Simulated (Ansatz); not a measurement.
Trial structure of SiO2, not yet relaxed:

```cif
data_structure
_symmetry_space_group_name_H-M 'Cmme'
_symmetry_Int_Tables_number 67
_cell_length_a 5.9015
_cell_length_b 10.3647
_cell_length_c 5.5880
_cell_angle_alpha 90.000
_cell_angle_beta 90.000
_cell_angle_gamma 90.000
_cell_volume 341.80
loop_
_atom_site_label
_atom_site_type_symbol
_atom_site_symmetry_multiplicity
_atom_site_Wyckoff_symbol
_atom_site_fract_x
_atom_site_fract_y
_atom_site_fract_z
_atom_site_occupancy
Si1 Si 4 g 0.50000 0.25000 0.35541 1
Si2 Si 4 c 0.50000 0.00000 0.00000 1
O1 O 4 f 0.75000 0.25000 0.50000 1
O2 O 8 m 0.50000 0.12500 0.17770 1
O3 O 4 a 0.75000 0.00000 0.00000 1
```

Method: Ansatz, DFT PBE, scalar-relativistic, plane waves, PAW. Settings: cutoff 420 eV, Γ-centred mesh 4×4×4 on the computed 12-atom cell, Gaussian smearing of 0.10 eV; no spin polarisation.

Energies over the elements count from the elements' standard structures at the same level (O₂ as a molecule), with no fitted energy shifts.

Question: What does a single point on this coarse mesh give?

Answer: The pressure is 16.8 GPa (the mean over three directions, positive in compression), the largest force is 3.29 eV/Å, and the energy is −1.98 eV/atom against the elements. The shortest distance is 1.48 Å.

Question: How much does it gain on relaxing, and where does it end?

Answer: Relaxing gains about 0.14 eV/atom in 11 ionic steps and ends at −2.118 eV/atom on the finer mesh. The symmetry stays Cmme (No. 67). The volume per atom grows by 5.2 %, from 14.2 to 15.0 Å³. The shortest distance goes from 1.48 Å (Si–O) to 1.57 Å (Si–O). Conventional cell: a = 6.270 Å, b = 10.392 Å, c = 5.520 Å. Si on a site of symmetry mm2 is surrounded by 2 O at 1.61 Å and 2 O at 1.74 Å; Si on a site of symmetry 2/m is surrounded by 2 O at 1.57 Å and 2 O at 1.69 Å; O on a site of symmetry 2/m is surrounded by 2 Si at 1.74 Å; 2 more sites not described.

The last run used a 6×6×6 mesh for its 12-atom cell and Gaussian smearing of 0.02 eV. The relaxation can't lower the symmetry of the start. A structure relaxed within its symmetry needn't be a true minimum. Another cell of SiO2 relaxed alike, in P6_422, lies 0.65 eV/atom lower, so this cell isn't the stable form at this level.
